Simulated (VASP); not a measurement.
Write the native input for VASP 6.6.1 that does the following.

* Task: single point
* Functional: PBE
* Potentials or basis: VASP PAW PBE potentials, release 64 (Sn_d_GW, O_GW)
* Cutoff: 550 eV
* k mesh: 6 × 6 × 8
* Occupations: gaussian, width 0.05 eV
* Spin: no spin polarisation
* Further INCAR settings: ALGO = Normal; EDIFF = 1e-06; NBANDS = 35

The structure of SnO2 (Cassiterite) lies in POSCAR:

```
SnO2
1.0
    4.7380000000      0.0000000000      0.0000000000
    0.0000000000      4.7380000000      0.0000000000
    0.0000000000      0.0000000000      3.1865000000
Sn O
2 4
Cartesian
    2.3690000000      2.3690000000      1.5932500000
    0.0000000000      0.0000000000      0.0000000000
    3.8240398000      0.9139602000      1.5932500000
    3.2829602000      3.2829602000      0.0000000000
    0.9139602000      3.8240398000      1.5932500000
    1.4550398000      1.4550398000      0.0000000000
```

These files were run (other wordings do the same):

INCAR

```
SYSTEM = SnO2
ALGO     = Normal         ! electronic algorithm
EDIFF    = 1E-6           ! SCF threshold, eV
ENCUT    = 550            ! plane-wave cutoff, eV
GGA      = PE             ! functional
ISIF     = 2              ! what is computed and relaxed
ISMEAR   = 0              ! smearing method
LASPH    = .True.         ! aspherical terms in the spheres
LCHARG   = .False.        ! write CHGCAR
LREAL    = .False.        ! projectors in reciprocal space
LWAVE    = .False.        ! write WAVECAR
NBANDS   = 35             ! bands
NELM     = 80             ! most SCF steps
PREC     = Accurate       ! precision mode
SIGMA    = 0.05           ! smearing width, eV
```

KPOINTS

```
k-points
0
Gamma
  6 6 8
  0 0 0
```

Potentials or basis: VASP PAW PBE potentials, release 64 (Sn_d_GW, O_GW).

The run is started by

```bash
$ cat potpaw_PBE.64/Sn_d_GW/POTCAR potpaw_PBE.64/O_GW/POTCAR > POTCAR
$ mpirun -np 1 vasp_std > vasp.out
```

Results of the run:

```
Pressure               : 10.7 GPa
Largest force          : 0.276 eV/Å
Band gap on the k mesh : 1.27 eV, direct
```

Caveat: spin-orbit coupling is left out, which moves the levels of the heavy elements.

Wall time 98 s on 1 thread of Intel(R) Xeon(R) Platinum 8488C (Sapphire Rapids) (shared host), peak memory 0.26 GiB.
